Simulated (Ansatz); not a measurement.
A crystal relaxed with r2SCAN in the PAW code Ansatz has space group Pm-3m (No. 221) and a = 3.839 Å.

```csv
atom,site,x,y,z
Tl,1a,0.0000,0.0000,0.0000
Xx,1b,0.5000,0.5000,0.5000
```

With r2SCAN the gap is 2.51 eV and direct, at X. With HSE06 the gap is 2.85 eV and direct, at X. Meshes: r2SCAN 6×6×6, HSE06 4×4×4. r2SCAN's ε∞ is 4.9 in all directions.

Q: Which element is Xx?
A. Cl
B. Br
C. F
D. I

A: A. Xx is Cl: TlCl (CsCl type). Tl has 8 Cl at 3.32 Å; Cl has 8 Tl at 3.32 Å.

Calculated for a static, non-magnetic cell.

Spin-orbit coupling is left out; in compounds of Pb, Bi, Tl or Hg it can lower a gap by up to about 1 eV, split its edges or invert the bands.

The meshes of the hybrids are coarse, so their gaps aren't converged to the digits shown.
